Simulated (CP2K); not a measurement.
Crystal: CdSe.

```
Cd Se
1.0
     4.34202    0.00000    0.00000
     2.17101    3.76030    0.00000
     2.17101    1.25343    3.54524
Cd Se
1 1
Direct
  0.00000 0.00000 0.00000
  0.25000 0.25000 0.25000
```

Measurements of this composition are mostly on another form, of space group No. 186.

Program: CP2K 2026.2. Alike in all runs: task band structure; no spin polarisation; cell as given; k mesh 8 × 8 × 8.

Question: Order these runs on this cell by their band gap on the k mesh, lowest first.
A. level PBEsol; potentials or basis POTENTIAL_UZH Cd GTH-PBE-q12, Se GTH-PBE-q6; TZVP-MOLOPT-PBE-GTH basis; smearing fermi-dirac 0.01 eV; EPS_DEFAULT 1.0E-9; NGRIDS 5; points a segment of the path (NPOINTS) 10; CUTOFF of the grids 450 Ry
B. level r2SCAN; potentials or basis POTENTIAL_UZH Cd GTH-SCAN-q12, Se GTH-SCAN-q6; TZVP-MOLOPT-SCAN-GTH basis; smearing fermi-dirac 0.0259 eV; EPS_DEFAULT 1.0E-10; NGRIDS 5; points a segment of the path (NPOINTS) 8; CUTOFF of the grids 675 Ry
C. level PBE; potentials or basis POTENTIAL_UZH Cd GTH-PBE-q12, Se GTH-PBE-q6; TZVP-MOLOPT-PBE-GTH basis; smearing fermi-dirac 0.01 eV; EPS_DEFAULT 1.0E-9; NGRIDS 4; points a segment of the path (NPOINTS) 10; CUTOFF of the grids 450 Ry

Answer: A (0.39 eV), C (0.55 eV), B (0.93 eV).

Caveats: the basis of atomic orbitals isn't converged, which shifts pressures, moduli and gaps.

A k mesh can miss the band edges.

Not every run made on this cell is shown here.
